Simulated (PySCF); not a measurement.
Published values to compare with (the computed states carry no symmetry labels, so the two lists aren't matched line by line):

```
     state  E (eV)      f   kind of transition  source
 3A'(π→π*)    4.69         vertical absorption     [1]
 3A'(π→π*)    4.73         vertical absorption     [2]
3A''(π→3s)    5.66         vertical absorption     [2]
1A''(π→3s)    5.71  0.001  vertical absorption     [2]
 3A'(π→π*)    5.74         vertical absorption     [2]
 3A'(π→π*)    5.79         vertical absorption     [1]
3A''(n→π*)    6.31         vertical absorption     [2]
3A''(n→π*)    6.37         vertical absorption     [1]
 1A'(π→π*)    6.41  0.124  vertical absorption     [2]
1A''(n→π*)    6.50  0.028  vertical absorption     [2]
 3A'(π→π*)    6.55         vertical absorption     [1]
 1A'(π→π*)    6.58         vertical absorption     [1]
1A''(n→π*)    6.83         vertical absorption     [1]
 1A'(π→π*)    7.10         vertical absorption     [1]
 3A'(π→π*)    7.42         vertical absorption     [1]
3A''(n→π*)    7.51         vertical absorption     [1]
1A''(n→π*)    7.94         vertical absorption     [1]
 1A'(π→π*)    8.45         vertical absorption     [1]
```

[1] computed, CC3/TZVP, gas; arXiv:2401.06101 (2024), CC3 reference column of Thiel's set
[2] computed, theoretical best estimate (aug-cc-pVTZ, frozen core, CC3 geometry), gas; Veril, Scemama, Caffarel, Lipparini, Boggio-Pasqua, Jacquemin, Loos, WIREs Comput. Mol. Sci. 2021, 11, e1517 (QUESTDB)

C3H4N2.
Z-matrix (Å and degrees, PBE0-D3(BJ)/def2-SVP geometry), rows numbered from 1:
```
C 
C   1  1.3749
N   2  1.3709  1  104.96
C   3  1.3602  2  107.33  1     0.02
N   4  1.3091  3  111.62  2    -0.00
H   1  1.0894  2  127.68  3   180.00
H   2  1.0869  1  132.53  3  -179.77
H   3  1.0111  2  126.20  1  -179.85
H   4  1.0903  3  122.32  2   179.97
```

Method used: TDDFT wB97X-D/def2-SVPD, vertical, gas phase, core orbitals frozen in the response in PySCF 2.14.0, density-fitted response routines.

Computed singlets: 6.57 eV (f 0.002); 6.69 eV (f 0.165); 6.74 eV (f 0.003); 7.27 eV (f 0.028); 7.52 eV (f 0.042); 7.70 eV (f 0.005); 7.80 eV (f 0.002); 8.08 eV (f 0.001); 8.13 eV (f 0.025); 8.44 eV (f 0.001). Computed triplets (Tamm–Dancoff): 4.63, 5.77, 6.14, 6.36 eV.

Q: How does the lowest computed singlet compare with the best estimate listed for the lowest singlet (vertical absorption)?

A: 6.57 eV against 5.71 eV for 1A''(π→3s) [2]: a difference of +0.86 eV. Geometry and basis of the two calculations needn't be the same.

Q: How does the lowest computed triplet compare with the best estimate listed for the lowest triplet (vertical absorption)?

A: 4.63 eV against 4.73 eV for 3A'(π→π*) [2]: a difference of -0.10 eV. Geometry and basis of the two calculations needn't be the same.

The vertical ionisation energy (ΔSCF) is 8.95 eV, 0.51 eV above S10.

On an Arm Neoverse V1 with one thread, shared host, this took 28 s and 0.56 GiB of memory at its peak.
